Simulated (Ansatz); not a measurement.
Crystal: TiO2.

```
Ti O
1.0
     6.15358   -1.88347    0.00000
     6.15358    1.88347    0.00000
    -1.92833    0.00000    6.32897
Ti O
4 8
Direct
  0.90007 0.90007 0.28960
  0.19529 0.19529 0.28376
  0.09993 0.09993 0.71040
  0.80471 0.80471 0.71624
  0.36193 0.36193 0.29340
  0.26349 0.26349 0.65250
  0.86719 0.86719 0.99529
  0.73651 0.73651 0.34750
  0.94165 0.94165 0.63002
  0.13281 0.13281 0.00471
  0.63807 0.63807 0.70660
  0.05835 0.05835 0.36998
```

The cell comes from a database or a generator and needn't be the stable form of this composition.

| Item | Value |
| --- | --- |
| Program | Ansatz 0.2.0 |
| Task | relaxation of cell and atoms |
| Functional | BLYP |
| Dispersion | D3(BJ) |
| Potentials or basis | Ansatz PAW |
| Cutoff | 420 eV (not typed: the program's choice for these potentials) |
| k mesh | 8 × 8 × 4 |
| Occupations | fermi-dirac, width 0.05 eV |
| Spin | no spin polarisation |

At the start: volume 12.23 Å³/atom.

**Question.** Where does the relaxation end?

**Answer.** It ends after 10 steps and the volume is 12.02 Å³/atom (-1.7 %); space group C2/m (No. 12, to 0.05 Å).

Step by step:
```csv
step,energy change (eV),largest force (eV/Å),volume (Å³)
1,0.0000,0.2775,146.71
2,-0.0354,0.1584,145.00
3,-0.0470,0.0678,144.17
4,-0.0489,0.0285,144.16
5,-0.0488,0.0539,144.26
6,-0.0489,0.0166,144.33
7,-0.0490,0.0041,144.32
8,-0.0386,0.0041,144.32
9,-0.0391,0.0016,144.22
10,-0.0386,0.0015,144.22
```

Final structure:
```
Ti O
1.0
     6.11509   -1.86291   -0.01924
     6.11509    1.86291   -0.01924
    -1.93605    0.00000    6.33611
Ti O
4 8
Direct
  0.89983 0.89983 0.28857
  0.19236 0.19236 0.27997
  0.10017 0.10017 0.71143
  0.80764 0.80764 0.72003
  0.36101 0.36101 0.29073
  0.26566 0.26566 0.65575
  0.87114 0.87114 0.99709
  0.73434 0.73434 0.34425
  0.94146 0.94146 0.62837
  0.12886 0.12886 0.00291
  0.63899 0.63899 0.70927
  0.05854 0.05854 0.37163
```

Caveat: the plane-wave basis is chosen anew once the cell has moved, so the energies of steps on either side of that aren't comparable; the pressure holds a Pulay correction of +0.8 GPa for the finite cutoff; the PAW data sets come from PBE, with cores solved anew for the run's functional, which leaves a small shift of forces and pressure.
